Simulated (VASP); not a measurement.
**Lu under changes of volume**

One of the cells (30.086 Å³/atom); the others are scaled copies at fixed shape and fractional positions:

```xyz
2
Lattice="3.5263 0.0000 0.0000 -1.7632 3.0539 0.0000 0.0000 0.0000 5.5877" Properties=species:S:1:pos:R:3 pbc="T T T"
Lu    1.7632    1.0180    4.1907
Lu    0.0000    2.0359    1.3969
```

* Program: VASP 6.6.1
* Functional: PBE
* Potentials or basis: VASP PAW PBE potentials, release 64 (Lu)
* Cutoff: 520 eV
* k mesh: 9 × 9 × 5
* Occupations: fermi-dirac, width 0.05 eV
* Spin: no spin polarisation

| volume (Å³/atom) | energy over the lowest point (meV/atom) | pressure (GPa) |
| --- | --- | --- |
| 27.727 | ? | ? |
| 28.317 | 3.98 | 1.6 |
| 28.906 | 0.00 | 0.5 |
| 30.086 | 2.50 | -1.2 |
| 30.676 | 8.39 | -2.0 |
| 31.266 | 17.05 | -2.8 |

What does the run at 27.727 Å³/atom give?

Energy over the lowest point 11.87 meV/atom; pressure 2.7 GPa.

Worked out: A Birch-Murnaghan fit of order 3 (a polynomial in V^(-2/3)) to the other rows has its minimum at 29.27 Å³/atom with B0 = V·E''(V) = 46 GPa and B' = 3.4 at fixed shape and positions, which overstates the stiffness. It gives 11.88 meV/atom at 27.727 Å³/atom, against the run's 11.87, and -dE/dV = 2.7 GPa, against 2.7.

Energies are extrapolated to zero smearing.
